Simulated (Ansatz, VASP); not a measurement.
Two plane-wave programs on BaTiO3

File INCAR:

```
SYSTEM = BaTiO3
ALGO = Fast
EDIFF = 1E-8
ENCUT = 520
GGA = PE
ISIF = 2
ISMEAR = -1
LASPH = .True.
LCHARG = .False.
LEFG = .True.
LREAL = .False.
LWAVE = .False.
NBANDS = 28
NELM = 100
PREC = Accurate
SIGMA = 0.02
```

KPOINTS

```
k-points
0
Gamma
  5 5 5
  0 0 0
```

Contents of POSCAR:

```
BaTiO3
1.0
    4.0076816357      0.0000000000      0.0000000000
    0.0000000000      4.0076816357      0.0000000000
    0.0000000000      0.0000000000      4.0076816357
Ba Ti O
1 1 3
Direct
    0.5000000000      0.5000000000      0.5000000000
    0.0000000000      0.0000000000      0.0000000000
    0.5000000000      0.0000000000      0.0000000000
    0.0000000000      0.5000000000      0.0000000000
    0.0000000000      0.0000000000      0.5000000000
```

Input for Ansatz:

```yaml
crystal:
  lattice:
    - [4.0076816357, 0.0, 0.0]
    - [0.0, 4.0076816357, 0.0]
    - [0.0, 0.0, 4.0076816357]
  atoms:
    - { symbol: Ba, position: [0.5, 0.5, 0.5] }
    - { symbol: Ti, position: [0.0, 0.0, 0.0] }
    - { symbol: O, position: [0.5, 0.0, 0.0] }
    - { symbol: O, position: [0.0, 0.5, 0.0] }
    - { symbol: O, position: [0.0, 0.0, 0.5] }
kpoints:
  mp_grid: { grid: [5, 5, 5] }
scf:
  occupations: { method: fermi_dirac, width: 0.02 }
hamiltonian:
  xc: pbe
  pseudopotentials: { kind: paw }
output:
  forces: true
  stress: true
  populations: true
  efg:
    quadrupole_moments_barn: { Ba: 0.236, Ti: 0.247, O: -0.02558 }
    contact_densities: true
```

The cell is a database's computed one.

Alike in both runs: task electric field gradients; functional PBE; k mesh 5 × 5 × 5; occupations fermi-dirac, width 0.02 eV; no spin polarisation.

|  | VASP | Ansatz |
| --- | --- | --- |
| version | VASP 6.6.1 | Ansatz 0.2.0 |
| potentials or method | VASP PAW PBE potentials, release 64 (Ba_sv, Ti_sv, O) | plane-wave PAW, scalar-relativistic |
| plane-wave cutoff (eV) | 520 | 420 |
| valence electrons in the cell | 40 | 40 |

VASP gave:

| Quantity | Value |
| --- | --- |
| gap on the k mesh at the Fermi level (eV) | 1.85 |
| pressure (GPa) | 3.2 |
| Vzz of the field gradient on the site that differs most (V/Å²) | 25.0 |

Question: What did Ansatz give for the same quantities?

Answer: gap on the k mesh at the Fermi level (eV): 1.91; pressure (GPa): 1.4; Vzz of the field gradient on the site that differs most (V/Å²): 25.9.

Ansatz warned: «gradients_without_spin_orbit».

Caveats: spin-orbit coupling is left out, which moves the levels of the heavy elements; an odd mesh through Γ misses points on the zone boundary, where band edges often lie. As with any semilocal functional, this PBE gap is likely too small.
